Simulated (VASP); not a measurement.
# AlN (F-43m) in VASP: a series of runs

Aim: see how the results for AlN move with the level of theory and the settings. Levels: LDA, PBEsol, r2SCAN, TB-mBJ. Tasks: band structure.

All numbers are computed with VASP 6.6.1; they aren't measurements. Logs are shortened: lines on timing, memory, paths and dates and some standing lists are left out, and cuts for length are marked.

**1. The structure**

It takes space group F-43m (No. 216, cubic). The conventional cell has a = 4.368 Å, b = 4.368 Å, c = 4.368 Å, α = 90.00°, β = 90.00°, γ = 90.00°. Around Al (site symmetry -43m) lie 4 N at 1.89 Å. N (site symmetry -43m) is surrounded by 4 Al at 1.89 Å.

Measurements of this composition are mostly on another form, of space group No. 186.

**2. Band structure, LDA**

Input file INCAR:

```
  PREC = Accurate
  ENCUT = 520
  EDIFF = 1E-7
  ISMEAR = 0
  SIGMA = 0.02
  LREAL = False
  LASPH = True
  NELM = 100
  ALGO = Normal
  ISIF = 2
  LWAVE = False
  LCHARG = False
  GGA = CA
  NBANDS = 11
```

Input file KPOINTS:

```
regular mesh
0
Gamma
  10 10 10
```

Input file POSCAR:

```
AlN
1.0
    0.0000000000      2.1839935596      2.1839935596
    2.1839935596      0.0000000000      2.1839935596
    2.1839935596      2.1839935596      0.0000000000
Al N
1 1
Direct
    0.0000000000      0.0000000000      0.0000000000
    0.2500000000      0.2500000000      0.2500000000
```

Input file KPOINTS_OPT:

```
path GXWKGLUWLK,UX
20
line-mode
reciprocal
 0.0000000000  0.0000000000  0.0000000000  G
 0.5000000000  0.0000000000  0.5000000000  X

 0.5000000000  0.0000000000  0.5000000000  X
 0.5000000000  0.2500000000  0.7500000000  W

 0.5000000000  0.2500000000  0.7500000000  W
 0.3750000000  0.3750000000  0.7500000000  K

 0.3750000000  0.3750000000  0.7500000000  K
 0.0000000000  0.0000000000  0.0000000000  G

 0.0000000000  0.0000000000  0.0000000000  G
 0.5000000000  0.5000000000  0.5000000000  L

 0.5000000000  0.5000000000  0.5000000000  L
 0.6250000000  0.2500000000  0.6250000000  U

 0.6250000000  0.2500000000  0.6250000000  U
 0.5000000000  0.2500000000  0.7500000000  W

 0.5000000000  0.2500000000  0.7500000000  W
 0.5000000000  0.5000000000  0.5000000000  L

 0.5000000000  0.5000000000  0.5000000000  L
 0.3750000000  0.3750000000  0.7500000000  K

 0.6250000000  0.2500000000  0.6250000000  U
 0.5000000000  0.0000000000  0.5000000000  X
```

Potentials or basis: VASP PAW LDA potentials, release 64 (Al, N).

The run is started by

```console
$ cat potpaw_LDA.64/Al/POTCAR potpaw_LDA.64/N/POTCAR > POTCAR
$ mpirun -np 1 vasp_std > vasp.out
```

OUTCAR:

```text
PREC = Accurate
   ENCUT = 520
   EDIFF = 1E-7
   ISMEAR = 0
   LREAL = False
   LASPH = True
   NELM = 100
   ISIF = 2
   GGA = CA

 ion  position               nearest neighbor table
   1  0.000  0.000  0.000-   2 1.89   2 1.89   2 1.89   2 1.89
   2  0.250  0.250  0.250-   1 1.89   1 1.89   1 1.89   1 1.89

  LATTYP: Found a face centered cubic cell.
 ALAT       =     4.3679871192

  Lattice vectors:

 A1 = (   0.0000000000,   2.1839935596,   2.1839935596)
 A2 = (   2.1839935596,   0.0000000000,   2.1839935596)
 A3 = (   2.1839935596,   2.1839935596,   0.0000000000)

Analysis of symmetry for initial positions (statically):
=====================================================================
 Subroutine PRICEL returns:
 Original cell was already a primitive cell.

 Routine SETGRP: Setting up the symmetry group for a
 face centered cubic supercell.

 Subroutine GETGRP returns: Found 24 space group operations
 (whereof 24 operations were pure point group operations)
 out of a pool of 48 trial point group operations.

The static configuration has the point symmetry T_d .

Analysis of symmetry for dynamics (positions and initial velocities):
=====================================================================
 Subroutine PRICEL returns:
 Original cell was already a primitive cell.

 Routine SETGRP: Setting up the symmetry group for a
 face centered cubic supercell.

 Subroutine GETGRP returns: Found 24 space group operations
 (whereof 24 operations were pure point group operations)
 out of a pool of 48 trial point group operations.

The dynamic configuration has the point symmetry T_d .

 Subroutine INISYM returns: Found 24 space group operations
 (whereof 24 operations are pure point group operations),
 and found     1 'primitive' translations

----------------------------------------------------------------------------------------

                                     Primitive cell

  volume of cell :      20.8345

  direct lattice vectors                    reciprocal lattice vectors
     0.000000000  2.183993560  2.183993560    -0.228938404  0.228938404  0.228938404
     2.183993560  0.000000000  2.183993560     0.228938404 -0.228938404  0.228938404
     2.183993560  2.183993560  0.000000000     0.228938404  0.228938404 -0.228938404

  length of vectors
     3.088633312  3.088633312  3.088633312     0.396532948  0.396532948  0.396532948

  position of ions in fractional coordinates (direct lattice)
     0.000000000  0.000000000  0.000000000
     0.250000000  0.250000000  0.250000000

  ion indices of the primitive-cell ions
   primitive index   ion index
                 1           1
                 2           2

----------------------------------------------------------------------------------------

 KPOINTS: regular mesh

Automatic generation of k-mesh.
 Grid dimensions read from file:
 generate k-points for:   10   10   10

 Generating k-lattice:

  Cartesian coordinates                     Fractional coordinates (reciprocal lattice)
    -0.022893840  0.022893840  0.022893840     0.100000000  0.000000000  0.000000000
     0.022893840 -0.022893840  0.022893840     0.000000000  0.100000000  0.000000000
     0.022893840  0.022893840 -0.022893840     0.000000000  0.000000000  0.100000000

  Length of vectors
     0.039653295  0.039653295  0.039653295

  Shift w.r.t. Gamma in fractional coordinates (k-lattice)
     0.000000000  0.000000000  0.000000000

 Subroutine IBZKPT returns following result:
 ===========================================

 Found     47 irreducible k-points:

 Following reciprocal coordinates:
            Coordinates               Weight
  0.000000  0.000000  0.000000      1.000000
  0.100000  0.000000  0.000000      8.000000
  0.200000  0.000000  0.000000      8.000000
  0.300000  0.000000  0.000000      8.000000
  0.400000  0.000000  0.000000      8.000000
  0.500000  0.000000  0.000000      4.000000
[... 16 lines left out ...]
  0.300000  0.300000  0.000000      6.000000
  0.400000  0.300000  0.000000     24.000000
 [... further k-points ...]
[... 49 lines left out ...]
      8      18.1171      0.00000
      9      21.4363      0.00000
     10      21.4363      0.00000
     11      22.9552      0.00000

 k-point     4 :       0.3000    0.0000    0.0000
  band No.  band energies     occupation
      1      -7.9149      2.00000
      2       1.6331      2.00000
      3       5.3763      2.00000
      4       5.3763      2.00000
      5      12.4794      0.00000
      6      16.1630      0.00000
      7      17.4768      0.00000
      8      17.4768      0.00000
      9      22.4658      0.00000
     10      22.4658      0.00000
     11      22.7526      0.00000

 k-point     5 :       0.4000    0.0000    0.0000
  band No.  band energies     occupation
      1      -7.2843      2.00000
      2       0.3232      2.00000
      3       5.2640      2.00000
      4       5.2640      2.00000
      5      12.8691      0.00000
      6      15.6614      0.00000
      7      16.8879      0.00000
      8      16.8879      0.00000
      9      23.1454      0.00000
     10      24.2612      0.00000
     11      24.2612      0.00000
[... 211 lines left out ...]
 k-point    21 :      -0.3000    0.2000    0.0000
  band No.  band energies     occupation
      1      -7.1259      2.00000
      2       1.0776      2.00000
      3       3.4864      2.00000
      4       5.1828      2.00000
      5      13.4994      0.00000
      6      14.6461      0.00000
      7      17.3069      0.00000
      8      17.8353      0.00000
      9      21.8939      0.00000
     10      24.1380      0.00000
     11      26.8257      0.00000

 k-point    22 :      -0.2000    0.2000    0.0000
  band No.  band energies     occupation
      1      -7.7100      2.00000
      2       1.9440      2.00000
      3       3.9933      2.00000
      4       5.4509      2.00000
      5      13.2171      0.00000
      6      15.5096      0.00000
      7      16.9184      0.00000
      8      18.0189      0.00000
      9      20.4890      0.00000
     10      23.8765      0.00000
     11      26.8832      0.00000

 k-point    23 :       0.3000    0.3000    0.0000
  band No.  band energies     occupation
      1      -7.5279      2.00000
      2       2.1916      2.00000
      3       4.4539      2.00000
      4       4.4539      2.00000
      5      10.9557      0.00000
      6      15.2050      0.00000
      7      17.4496      0.00000
      8      19.9817      0.00000
      9      19.9817      0.00000
     10      25.9091      0.00000
     11      29.3278      0.00000

 k-point    24 :       0.4000    0.3000    0.0000
  band No.  band energies     occupation
      1      -7.0460      2.00000
      2       1.5409      2.00000
      3       3.9847      2.00000
      4       4.2889      2.00000
      5      10.5326      0.00000
      6      15.0429      0.00000
      7      17.8049      0.00000
      8      20.0744      0.00000
      9      20.5764      0.00000
     10      26.7989      0.00000
     11      29.1097      0.00000

 [... further k-points ...]

------------------------ aborting loop because EDIFF is reached ----------------------------------------

  FORCE on cell =-STRESS in cart. coord.  units (eV):
  Direction    XX          YY          ZZ          XY          YZ          ZX
  --------------------------------------------------------------------------------------
  -------------------------------------------------------------------------------------
  Total       -0.3937852     -0.3937852     -0.3937852      0.0000000      0.0000000     -0.0000000
  in kB      -30.2820929    -30.2820929    -30.2820929      0.0000000      0.0000000     -0.0000000
  external PRESSURE =     -30.2820929 kB  Pullay stress =       0.0000000 kB

 VOLUME and BASIS-vectors are now :
 -----------------------------------------------------------------------------
  energy-cutoff  :      520.00
  volume of cell :       20.83
      direct lattice vectors                 reciprocal lattice vectors
     0.000000000  2.183993560  2.183993560    -0.228938404  0.228938404  0.228938404
     2.183993560  0.000000000  2.183993560     0.228938404 -0.228938404  0.228938404
     2.183993560  2.183993560  0.000000000     0.228938404  0.228938404 -0.228938404

 POSITION                                       TOTAL-FORCE (eV/Angst)
 -----------------------------------------------------------------------------------
      0.00000      0.00000      0.00000        -0.000000     -0.000000     -0.000000
      1.09200      1.09200      1.09200         0.000000      0.000000      0.000000
 -----------------------------------------------------------------------------------
    total drift:                               -0.000000     -0.000000     -0.000000

  FREE ENERGIE OF THE ION-ELECTRON SYSTEM (eV)
  ---------------------------------------------------
  free  energy   TOTEN  =       -16.3728808485 eV

  energy  without entropy=      -16.3728808485  energy(sigma->0) =      -16.37288085
```

Wall time 15 s (1 thread of Intel Xeon Platinum 8488C (Sapphire Rapids), shared host); peak memory 0.13 GiB.

Results:

* Free energy: -16.3729 eV
* Pressure: -3.0 GPa
* Band gap on the k mesh: 3.22 eV, indirect (least direct gap 4.23 eV)
* Band gap along the path: 3.22 eV, indirect (least direct gap 4.23 eV)

Levels at the corners of the path, in eV from the valence-band top:
| point | band 1 | band 2 | band 3 | band 4 | band 5 | band 6 | band 7 | band 8 |
| --- | --- | --- | --- | --- | --- | --- | --- | --- |
| Γ | -14.82 | 0.00 | 0.00 | 0.00 | 4.23 | 12.33 | 12.33 | 12.33 |
| X | -12.04 | -4.96 | -1.79 | -1.79 | 3.22 | 8.41 | 13.75 | 15.49 |
| X | -12.04 | -4.96 | -1.79 | -1.79 | 3.22 | 8.41 | 13.75 | 15.49 |
| W | -11.98 | -3.82 | -3.48 | -2.73 | 5.96 | 11.24 | 11.83 | 11.98 |
| W | -11.98 | -3.82 | -3.48 | -2.73 | 5.96 | 11.24 | 11.83 | 11.98 |
| K | -12.06 | -4.30 | -3.68 | -1.39 | 5.06 | 9.93 | 12.88 | 13.97 |
| K | -12.06 | -4.30 | -3.68 | -1.39 | 5.06 | 9.93 | 12.88 | 13.97 |
| Γ | -14.82 | 0.00 | 0.00 | 0.00 | 4.23 | 12.33 | 12.33 | 12.33 |
| Γ | -14.82 | 0.00 | 0.00 | 0.00 | 4.23 | 12.33 | 12.33 | 12.33 |
| L | -12.70 | -5.91 | -0.49 | -0.49 | 7.27 | 9.77 | 10.96 | 10.96 |
| L | -12.70 | -5.91 | -0.49 | -0.49 | 7.27 | 9.77 | 10.96 | 10.96 |
| U | -12.06 | -4.30 | -3.68 | -1.39 | 5.06 | 9.93 | 12.88 | 13.97 |
| U | -12.06 | -4.30 | -3.68 | -1.39 | 5.06 | 9.93 | 12.88 | 13.97 |
| W | -11.98 | -3.82 | -3.48 | -2.73 | 5.96 | 11.24 | 11.83 | 11.98 |
| W | -11.98 | -3.82 | -3.48 | -2.73 | 5.96 | 11.24 | 11.83 | 11.98 |
| L | -12.70 | -5.91 | -0.49 | -0.49 | 7.27 | 9.77 | 10.96 | 10.96 |
| L | -12.70 | -5.91 | -0.49 | -0.49 | 7.27 | 9.77 | 10.96 | 10.96 |
| K | -12.06 | -4.30 | -3.68 | -1.39 | 5.06 | 9.93 | 12.88 | 13.97 |
| U | -12.06 | -4.30 | -3.68 | -1.39 | 5.06 | 9.93 | 12.88 | 13.97 |
| X | -12.04 | -4.96 | -1.79 | -1.79 | 3.22 | 8.41 | 13.75 | 15.49 |

Expect the measured gap to be larger: semilocal functionals such as LDA lack the derivative discontinuity.

[end of part 1 of 2]
